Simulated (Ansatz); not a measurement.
Input and command of a plane-wave DFT calculation in Ansatz:

```yaml
crystal:
  lattice:
    - [-3.275352224, 3.275352224, 2.582823393]
    - [3.275352224, -3.275352224, 2.582823393]
    - [3.275352224, 3.275352224, -2.582823393]
  atoms:
    - { symbol: Hf, position: [0.84351362, 0.65648638, 0.5] }
    - { symbol: Hf, position: [0.34351362, 0.84351362, 0.18702724] }
    - { symbol: Hf, position: [0.15648638, 0.34351362, 0.5] }
    - { symbol: Hf, position: [0.65648638, 0.15648638, 0.81297276] }
    - { symbol: Si, position: [0.75, 0.75, 0.0] }
    - { symbol: Si, position: [0.25, 0.25, 0.0] }
basis:
  ecutwfc: 500
kpoints:
  mp_grid: { grid: [10, 10, 10] }
hamiltonian:
  xc: r2scan
scf:
  occupations: { method: methfessel_paxton, width: 0.02 }
output:
  forces: true
  stress: true
  eigenvalues: true
```

```bash
ansatz run input.yaml --threads 1 --pin off --max-ram 2560MiB --backend cpu --events-out ev --progress --plain --runs-dir out
```

Processor: Oxide Virtual Turin-like Processor (Zen 5), 1 thread, on a host shared with other jobs.

Problem. How long does it run, and how much memory does it take?

Solution. About 72 s on 1 thread of Oxide Virtual Turin-like Processor (Zen 5), on a shared host, peak memory 1.1 GiB. It solves 68 bands at 102 k points (the mesh reduced by symmetry) with about 2829 plane waves, in 7 SCF iterations.
